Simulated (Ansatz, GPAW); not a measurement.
PbS: programs and potentials compared

```
Pb S
1.0
     0.00000    2.96575    2.96575
     2.96575    0.00000    2.96575
     2.96575    2.96575    0.00000
Pb S
1 1
Direct
  0.00000 0.00000 0.00000
  0.50000 0.50000 0.50000
```

Alike in all runs: task single point; functional PBE; k mesh 8 × 8 × 8; occupations gaussian, width 0.017 eV; no spin polarisation; no spin-orbit coupling. Pressure is positive in compression and, in plane waves, holds the error of the finite cutoff, which Ansatz's Pulay term estimates and takes out.

| program and potentials | plane-wave cutoff (eV) | notes | band gap (eV) | pressure (GPa) |
| --- | --- | --- | --- | --- |
| Ansatz, Ansatz PAW | 420 | - | 0.36 | 2.23 |
| Ansatz, all-electron LAPW, scalar-relativistic | - | - | ? | ? |
| GPAW, GPAW PAW data sets (gpaw-data 1.2.1) | 600 | - | 0.31 | 2.00 |

**Question.** Estimate from the other rows what the run with Ansatz, all-electron LAPW, scalar-relativistic gave.

**Answer.** Band gap 0.36 eV; pressure 2.24 GPa. The other rows, which needn't bracket it: band gap 0.31 to 0.36; pressure 2.00 to 2.23.
